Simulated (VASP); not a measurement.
# ZrN (Fm-3m) in VASP: notebook

The runs below take ZrN through relaxation of cell and atoms, with PBEsol.

Everything below comes from runs of VASP 6.6.1. Logs are shortened: lines on timing, memory, paths and dates and some standing lists are left out, and cuts for length are marked.

## (1) The structure

The structure is cubic, space group Fm-3m (No. 225). The conventional cell has a = 4.600 Å, b = 4.600 Å, c = 4.600 Å, α = 90.00°, β = 90.00°, γ = 90.00°. Around Zr (site symmetry m-3m) lie 6 N at 2.30 Å. Around N (site symmetry m-3m) lie 6 Zr at 2.30 Å.

## (2) Relaxation of cell and atoms, PBEsol

Contents of INCAR:

```
ALGO = Normal
EDIFF = 1E-7
EDIFFG = -0.002
ENCUT = 520
GGA = PS
IBRION = 2
ISIF = 3
ISMEAR = 0
KPAR = 4
LASPH = True
LCHARG = False
LREAL = False
LWAVE = False
NELM = 80
NSW = 80
PREC = Accurate
SIGMA = 0.02
```

Contents of KPOINTS:

```
k-points
0
Gamma
  12 12 12
```

Contents of POSCAR:

```
ZrN
1.0
    0.0000000000      2.3000000000      2.3000000000
    2.3000000000      0.0000000000      2.3000000000
    2.3000000000      2.3000000000      0.0000000000
Zr N
1 1
Direct
    0.5000000000      0.5000000000      0.5000000000
    0.0000000000      0.0000000000      0.0000000000
```

Potentials or basis: VASP PAW PBE potentials, release 64 (Zr_sv, N).

The run is started by

```bash
$ cat potpaw_PBE.64/Zr_sv/POTCAR potpaw_PBE.64/N/POTCAR > POTCAR
$ mpirun -np 4 vasp_std > vasp.out
```

OUTCAR:

```text
EDIFF = 1E-7
   EDIFFG = -0.002
   ENCUT = 520
   GGA = PS
   IBRION = 2
   ISIF = 3
   ISMEAR = 0
   LASPH = True
   LREAL = False
   NELM = 80
   NSW = 80
   PREC = Accurate

 ion  position               nearest neighbor table
   1  0.500  0.500  0.500-   2 2.30   2 2.30   2 2.30   2 2.30   2 2.30   2 2.30
   2  0.000  0.000  0.000-   1 2.30   1 2.30   1 2.30   1 2.30   1 2.30   1 2.30

  LATTYP: Found a face centered cubic cell.
 ALAT       =     4.6000000000

  Lattice vectors:

 A1 = (   0.0000000000,   2.3000000000,   2.3000000000)
 A2 = (   2.3000000000,   0.0000000000,   2.3000000000)
 A3 = (   2.3000000000,   2.3000000000,   0.0000000000)

Analysis of symmetry for initial positions (statically):
=====================================================================
 Subroutine PRICEL returns:
 Original cell was already a primitive cell.

 Routine SETGRP: Setting up the symmetry group for a
 face centered cubic supercell.

 Subroutine GETGRP returns: Found 48 space group operations
 (whereof 48 operations were pure point group operations)
 out of a pool of 48 trial point group operations.

The static configuration has the point symmetry O_h .

Analysis of symmetry for dynamics (positions and initial velocities):
=====================================================================
 Subroutine PRICEL returns:
 Original cell was already a primitive cell.

 Routine SETGRP: Setting up the symmetry group for a
 face centered cubic supercell.

 Subroutine GETGRP returns: Found 48 space group operations
 (whereof 48 operations were pure point group operations)
 out of a pool of 48 trial point group operations.

The dynamic configuration has the point symmetry O_h .

 Subroutine INISYM returns: Found 48 space group operations
 (whereof 48 operations are pure point group operations),
 and found     1 'primitive' translations

----------------------------------------------------------------------------------------

                                     Primitive cell

  volume of cell :      24.3340

  direct lattice vectors                    reciprocal lattice vectors
     0.000000000  2.300000000  2.300000000    -0.217391304  0.217391304  0.217391304
     2.300000000  0.000000000  2.300000000     0.217391304 -0.217391304  0.217391304
     2.300000000  2.300000000  0.000000000     0.217391304  0.217391304 -0.217391304

  length of vectors
     3.252691193  3.252691193  3.252691193     0.376532784  0.376532784  0.376532784

  position of ions in fractional coordinates (direct lattice)
     0.500000000  0.500000000  0.500000000
     0.000000000  0.000000000  0.000000000

  ion indices of the primitive-cell ions
   primitive index   ion index
                 1           1
                 2           2

----------------------------------------------------------------------------------------

 KPOINTS: k-points

Automatic generation of k-mesh.
 Grid dimensions read from file:
 generate k-points for:   12   12   12

 Generating k-lattice:

  Cartesian coordinates                     Fractional coordinates (reciprocal lattice)
    -0.018115942  0.018115942  0.018115942     0.083333333  0.000000000  0.000000000
     0.018115942 -0.018115942  0.018115942     0.000000000  0.083333333  0.000000000
     0.018115942  0.018115942 -0.018115942     0.000000000  0.000000000  0.083333333

  Length of vectors
     0.031377732  0.031377732  0.031377732

  Shift w.r.t. Gamma in fractional coordinates (k-lattice)
     0.000000000  0.000000000  0.000000000

 Subroutine IBZKPT returns following result:
 ===========================================

 Found     72 irreducible k-points:

 Following reciprocal coordinates:
            Coordinates               Weight
  0.000000  0.000000  0.000000      1.000000
  0.083333  0.000000  0.000000      8.000000
  0.166667  0.000000  0.000000      8.000000
  0.250000  0.000000  0.000000      8.000000
  0.333333  0.000000  0.000000      8.000000
  0.416667  0.000000  0.000000      8.000000
[... 16 lines left out ...]
  0.500000  0.166667  0.000000     24.000000
 -0.416667  0.166667  0.000000     24.000000
 [... further k-points ...]
   k-points           NKPTS =     72   k-points in BZ     NKDIM =     72   number of bands    NBANDS=     12
   number of dos      NEDOS =    301   number of ions     NIONS =      2
   total plane-waves  NPLWV =  13824
   dimension x,y,z NGX =    24 NGY =   24 NGZ =   24
   dimension x,y,z NGXF=    48 NGYF=   48 NGZF=   48
   ions per type =               1   1
   NGX,Y,Z   is equivalent  to a cutoff of  12.27, 12.27, 12.27 a.u.
   NGXF,Y,Z  is equivalent  to a cutoff of  24.53, 24.53, 24.53 a.u.
 SYSTEM =  unknown system
   PREC   = accura    normal or accurate (medium, high low for compatibility)
   ISTART =      0    job   : 0-new  1-cont  2-samecut
   ICHARG =      2    charge: 1-file 2-atom 10-const
   ISPIN  =      1    spin polarized calculation?
   LNONCOLLINEAR =      F non collinear calculations
   LSORBIT =      F    spin-orbit coupling
   LASPH  =      T    aspherical Exc in radial PAW
   ENCUT  =  520.0 eV  38.22 Ry    6.18 a.u.   6.05  6.05  6.05*2*pi/ulx,y,z
   NELM   =     80;   NELMIN=  2; NELMDL= -5     # of ELM steps
   EDIFF  = 0.1E-06   stopping-criterion for ELM
   LREAL  =      F    real-space projection
   EDIFFG = -.2E-02   stopping-criterion for IOM
   NSW    =     80    number of steps for IOM
   IBRION =      2    ionic relax: 0-MD 1-quasi-New 2-CG
   NFREE  =      1    steps in history (QN), initial steepest desc. (CG)
   ISIF   =      3    stress and relaxation
   ISYM   =      2    0-nonsym 1-usesym 2-fastsym
   POTIM  = 0.5000    time-step for ionic-motion
   TEBEG  =    0.0;   TEEND  =   0.0 temperature during run
   PSTRESS=    0.0 pullay stress
   NELECT =      17.0000    total number of electrons
   NUPDOWN=      -1.0000    fix difference up-down
   EMIN   =  10.00;   EMAX   =-10.00  energy-range for DOS
   EFERMI =   0.00;   METHOD = LEGACY
   ISMEAR =     0;   SIGMA  =   0.02  broadening in eV -4-tet -1-fermi 0-gaus
   EFERMI_NEDOS =   21; number of points for ismear=-14 and -15
   IALGO  =     38    algorithm
   IMIX   =      4    mixing-type and parameters
     AMIX     =   0.40;   BMIX     =  1.00
     AMIX_MAG =   1.60;   BMIX_MAG =  1.00
  volume/ion in A,a.u.               =      12.17        82.11
  Fermi-wavevector in a.u.,A,eV,Ry     =   1.452624  2.745062 28.709889  2.110117
  Thomas-Fermi vector in A             =   2.569985
   LORBIT       =      0    0 simple, 1 ext, 2 COOP (PROOUT), +10 PAW based schemes
   GGA     = PS    functional components
   LHFCALC =     F    Hartree Fock is set to
   AEXX    =    0.0000 exact exchange contribution
   IVDW    =     0    specifies the selected vdW correction
   LEPSILON=     F    determine dielectric tensor
   LRPA    =     F    only Hartree local field effects (RPA)
 conjugate gradient relaxation of ions
 non-spin polarized calculation
 Gauss-broadening in eV      SIGMA  =   0.02
  energy-cutoff  :      520.00
  volume of cell :       24.33
 maximum number of plane-waves:       666
   NGX = 13   NGY = 13   NGZ = 13

--------------------------------------- Ionic step        1  -------------------------------------------

 number of electron      16.9999998 magnetization

 Free energy of the ion-electron system (eV)
  ---------------------------------------------------
  ext. energy  EPLUGINS =         0.00000000
  ---------------------------------------------------
  free energy    TOTEN  =       -21.54326075 eV

  energy without entropy =      -21.54326075  energy(sigma->0) =      -21.54326075

------------------------ aborting loop because EDIFF is reached ----------------------------------------

  FORCE on cell =-STRESS in cart. coord.  units (eV):
  Direction    XX          YY          ZZ          XY          YZ          ZX
  --------------------------------------------------------------------------------------
  -------------------------------------------------------------------------------------
  Total       -1.1554494     -1.1554494     -1.1554494      0.0000000      0.0000000      0.0000000
  in kB      -76.0760587    -76.0760587    -76.0760587      0.0000000      0.0000000      0.0000000
  external PRESSURE =     -76.0760587 kB  Pullay stress =       0.0000000 kB

 VOLUME and BASIS-vectors are now :
 -----------------------------------------------------------------------------
  energy-cutoff  :      520.00
  volume of cell :       24.33
      direct lattice vectors                 reciprocal lattice vectors
     0.000000000  2.300000000  2.300000000    -0.217391304  0.217391304  0.217391304
     2.300000000  0.000000000  2.300000000     0.217391304 -0.217391304  0.217391304
     2.300000000  2.300000000  0.000000000     0.217391304  0.217391304 -0.217391304
[... 73 lines left out ...]
 POSITION                                       TOTAL-FORCE (eV/Angst)
 -----------------------------------------------------------------------------------
      2.27732      2.27732      2.27732         0.000000      0.000000      0.000000
      0.00000      0.00000      0.00000         0.000000      0.000000     -0.000000
 -----------------------------------------------------------------------------------
    total drift:                                0.000000     -0.000000      0.000000

  FREE ENERGIE OF THE ION-ELECTRON SYSTEM (eV)
  ---------------------------------------------------
  free  energy   TOTEN  =       -21.5609409839 eV

  energy  without entropy=      -21.5609409839  energy(sigma->0) =      -21.56094098

--------------------------------------- Ionic step        4  -------------------------------------------

 number of electron      16.9999999 magnetization

 Free energy of the ion-electron system (eV)
  ---------------------------------------------------
  ext. energy  EPLUGINS =         0.00000000
  ---------------------------------------------------
  free energy    TOTEN  =       -21.56094590 eV

  energy without entropy =      -21.56094590  energy(sigma->0) =      -21.56094590

 E-fermi :  12.0621     XC(G=0): -12.7874

 val. band max:       11.9821069654   @ k =  -0.0833   0.0833   0.0000
 cond. band min:      12.1479609868   @ k =  -0.1667   0.2500   0.0833
 fundamental gap:      0.1658540214
 Fermi energy:        12.0620837681

 k-point     1 :       0.0000    0.0000    0.0000
  band No.  band energies     occupation
      1     -37.3089      2.00000
      2     -14.9363      2.00000
      3     -14.9363      2.00000
      4     -14.9363      2.00000
      5      -4.2092      2.00000
      6       9.4204      2.00000
      7       9.4204      2.00000
      8       9.4204      2.00000
      9      11.6567      2.00000
     10      11.6567      2.00000
     11      11.6567      2.00000
     12      13.7031      0.00000

 k-point     2 :       0.0833    0.0000    0.0000
  band No.  band energies     occupation
      1     -37.2985      2.00000
      2     -15.0322      2.00000
      3     -14.9432      2.00000
      4     -14.9432      2.00000
      5      -4.0587      2.00000
      6       8.8269      2.00000
      7       9.0095      2.00000
      8       9.0095      2.00000
      9      11.8640      2.00000
     10      11.8729      2.00000
     11      11.8729      2.00000
     12      14.2306      0.00000
[... 316 lines left out ...]
 k-point    24 :      -0.4167    0.1667    0.0000
  band No.  band energies     occupation
      1     -37.1359      2.00000
      2     -16.0698      2.00000
      3     -15.2582      2.00000
      4     -15.0814      2.00000
      5      -2.2692      2.00000
      6       4.9369      2.00000
      7       6.5650      2.00000
      8       6.7652      2.00000
      9      14.0118      0.00000
     10      14.7773      0.00000
     11      15.0868      0.00000
     12      18.0291      0.00000

 [... further k-points ...]
[... 5 lines left out ...]
  --------------------------------------------------------------------------------------
  -------------------------------------------------------------------------------------
  Total        0.0037478      0.0037478      0.0037478     -0.0000000      0.0000000     -0.0000000
  in kB        0.2543603      0.2543603      0.2543603     -0.0000000      0.0000000     -0.0000000
  external PRESSURE =       0.2543603 kB  Pullay stress =       0.0000000 kB

 VOLUME and BASIS-vectors are now :
 -----------------------------------------------------------------------------
  energy-cutoff  :      520.00
  volume of cell :       23.61
      direct lattice vectors                 reciprocal lattice vectors
    -0.000000000  2.276866422  2.276866422    -0.219600059  0.219600059  0.219600059
     2.276866422  0.000000000  2.276866422     0.219600059 -0.219600059  0.219600059
     2.276866422  2.276866422 -0.000000000     0.219600059  0.219600059 -0.219600059

 POSITION                                       TOTAL-FORCE (eV/Angst)
 -----------------------------------------------------------------------------------
      2.27687      2.27687      2.27687         0.000000     -0.000000      0.000000
      2.27687      4.55373      2.27687        -0.000000      0.000000     -0.000000
 -----------------------------------------------------------------------------------
    total drift:                               -0.000000     -0.000000      0.000000

  FREE ENERGIE OF THE ION-ELECTRON SYSTEM (eV)
  ---------------------------------------------------
  free  energy   TOTEN  =       -21.5609458985 eV

  energy  without entropy=      -21.5609458985  energy(sigma->0) =      -21.56094590

 reached required accuracy - stopping structural energy minimisation
```

It took 20 s on 4 MPI ranks of Intel Xeon Platinum 8488C (Sapphire Rapids), shared host; peak memory 0.14 GiB.

What came out:

```yaml
Free_energy: -21.5609 eV
Relaxed_volume: 11.80 Å³/atom
Relaxed_cell: a = 3.220 Å, b = 3.220 Å, c = 3.220 Å, α = 60.00°, β = 60.00°, γ = 60.00°
Space_group_after_relaxing_to_0.05_Å: Fm-3m (No. 225)
Energy_gained_by_relaxing: 8.8 meV/atom
Ionic_steps: 4
Pressure_after_relaxing: 0.0 GPa
Band_gap_on_the_k_mesh: none (metal or under the smearing width)
```

The path:
```
step  energy change (eV)  largest force (eV/Å)  pressure (GPa)  volume (Å³)
   1              0.0000                0.0000           -7.61        24.33
   2              0.0437                0.0000           16.48        22.36
   3             -0.0177                0.0000           -0.13        23.62
   4             -0.0177                0.0000            0.03        23.61
```

Final structure:
```
Zr N
1.0
     0.00000    2.27687    2.27687
     2.27687    0.00000    2.27687
     2.27687    2.27687    0.00000
Zr N
1 1
Direct
  0.50000 0.50000 0.50000
  0.00000 0.00000 0.00000
```

Caveat: the PAW data sets were made with another functional, which shifts forces and pressure a little.

## (3) Relaxation of cell and atoms, PBEsol

This run uses another cell than the first one, of 11.80 Å³/atom, 0.970 times its volume.

INCAR is that of step 2.

KPOINTS is that of step 2.

Contents of POSCAR:

```
ZrN                                     
1.0
   -0.0000000000      2.2768664217      2.2768664217
    2.2768664217      0.0000000000      2.2768664217
    2.2768664217      2.2768664217     -0.0000000000
  Zr              N             
     1     1
Direct
     0.5000000000000000    0.5000000000000000    0.5000000000000000
     1.0000000000000000    0.0000000000000000    1.0000000000000000
```

Potentials or basis: VASP PAW PBE potentials, release 64 (Zr_sv, N).

The run is started by

```bash
$ cat potpaw_PBE.64/Zr_sv/POTCAR potpaw_PBE.64/N/POTCAR > POTCAR
$ mpirun -np 4 vasp_std > vasp.out
```

It took 17 s on 4 MPI ranks of Intel Xeon Platinum 8488C (Sapphire Rapids), shared host; peak memory 0.13 GiB.

The run converged. Its results:

| Property | Result |
| --- | --- |
| Free energy | -21.5602 eV |
| Relaxed volume | 11.80 Å³/atom |
| Relaxed cell | a = 3.220 Å, b = 3.220 Å, c = 3.220 Å, α = 60.00°, β = 60.00°, γ = 60.00° |
| Space group after relaxing (to 0.05 Å) | Fm-3m (No. 225) |
| Energy gained by relaxing | 0.0 meV/atom |
| Ionic steps | 3 |
| Pressure after relaxing | 0.0 GPa |
| Band gap on the k mesh | none (metal or under the smearing width) |

Final structure:
```
Zr N
1.0
     0.00000    2.27695    2.27695
     2.27695    0.00000    2.27695
     2.27695    2.27695    0.00000
Zr N
1 1
Direct
  0.50000 0.50000 0.50000
  0.00000 0.00000 0.00000
```

Levels at points of the mesh, in eV from the Fermi level:
```
           k point  band 5  band 6  band 7  band 8  band 9  band 10  band 11  band 12
(0.00, 0.00, 0.00)  -16.27   -2.65   -2.65   -2.65   -0.41    -0.41    -0.41     1.64
(0.50, 0.00, 0.00)  -13.93   -7.77   -5.77   -5.77    3.15     3.22     3.22     4.81
(0.50, 0.50, 0.00)  -15.75   -4.52   -3.59   -3.13   -3.13     3.50     4.74     4.74
```

Caveat: the PAW data sets were made with another functional, which shifts forces and pressure a little.
